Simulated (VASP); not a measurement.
Write the native input for VASP 6.6.1 that does the following.

- Task: single point
- Functional: PBE
- Potentials or basis: VASP PAW PBE potentials, release 64 (Ta_pv, S)
- Cutoff: 520 eV
- k mesh: 9 × 9 × 5
- Occupations: gaussian, width 0.011 eV
- Spin: no spin polarisation
- Further INCAR settings: ALGO = Fast; EDIFF = 1e-06; NBANDS = 18

The structure of TaS2 lies in POSCAR:

```
TaS2
1.0
    3.3500000000      0.0000000000      0.0000000000
   -1.6750000000      2.9011851027      0.0000000000
    0.0000000000      0.0000000000      5.8600000000
Ta S
1 2
Direct
    0.0000000000      0.0000000000      0.0000000000
    0.6666666667      0.3333333333      0.7500000000
    0.3333333333      0.6666666667      0.2500000000
```

These files were run (other wordings do the same):

INCAR

```
SYSTEM = TaS2
PREC     = Accurate       ! precision mode
ENCUT    = 520            ! plane-wave cutoff, eV
EDIFF    = 1E-6           ! SCF threshold, eV
ISMEAR   = 0              ! smearing method
SIGMA    = 0.011          ! smearing width, eV
LREAL    = .FALSE.        ! projectors in reciprocal space
LASPH    = .TRUE.         ! aspherical terms in the spheres
NELM     = 80             ! most SCF steps
ALGO     = Fast           ! electronic algorithm
ISIF     = 2              ! what is computed and relaxed
LWAVE    = .FALSE.        ! write WAVECAR
LCHARG   = .FALSE.        ! write CHGCAR
GGA      = PE             ! functional
NBANDS   = 18             ! bands
```

KPOINTS

```
Automatic mesh
0
G
  9 9 5
  0 0 0
```

Potentials or basis: VASP PAW PBE potentials, release 64 (Ta_pv, S).

Command:

```bash
$ cat potpaw_PBE.64/Ta_pv/POTCAR potpaw_PBE.64/S/POTCAR > POTCAR
$ mpirun -np 1 vasp_std > vasp.out
```

It gave:

```json
{"Pressure": "9.1 GPa", "Largest force": "1.268 eV/Å", "Band gap on the k mesh": "none (metal or under the smearing width)"}
```

Caveat: this functional lacks dispersion, which binds the layers, so the pressure and a relaxed spacing across them are unreliable; forces of over 1 eV/Å show positions far from the minimum, so gaps and moduli don't describe the material at rest.

It took 28 s on 1 thread of AMD EPYC 9R45 (Zen 5), on a shared host, peak memory 0.18 GiB.
